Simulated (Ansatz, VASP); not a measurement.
## GaP in VASP and in Ansatz

```
Ga P
1.0
     0.00000    2.66962    2.66962
     2.66962    0.00000    2.66962
     2.66962    2.66962    0.00000
Ga P
1 1
Direct
  0.00000 0.00000 0.00000
  0.75000 0.75000 0.75000
```

Change from the starting cell: volume scaled by 0.94, crystal datasets.

Alike in both runs: task electric field gradients; functional PBEsol; k mesh 12 × 12 × 12; occupations fermi-dirac, width 0.08 eV; no spin polarisation.

|  | VASP | Ansatz |
| --- | --- | --- |
| version | VASP 6.6.1 | Ansatz 0.2.0 |
| potentials or method | VASP PAW PBE potentials, release 64 (Ga_d, P), cutoff 520 eV | all-electron PAW with datasets made for the crystal, scalar-relativistic |

VASP gave:

| Property | Result |
| --- | --- |
| pressure (GPa) | 5.2 |
| Vzz of the field gradient on the site that differs most (V/Å²) | 0.0 |

**Question.** Which values does Ansatz return?

**Answer.** Pressure (GPa): 5.3; Vzz of the field gradient on the site that differs most (V/Å²): 0.0.

Ansatz ran all-electron here, so the differences hold the error of VASP's frozen core and of both bases.

Caveats: the PAW data sets were made with another functional, which shifts forces and pressure a little (VASP). A k mesh can miss the band edges.
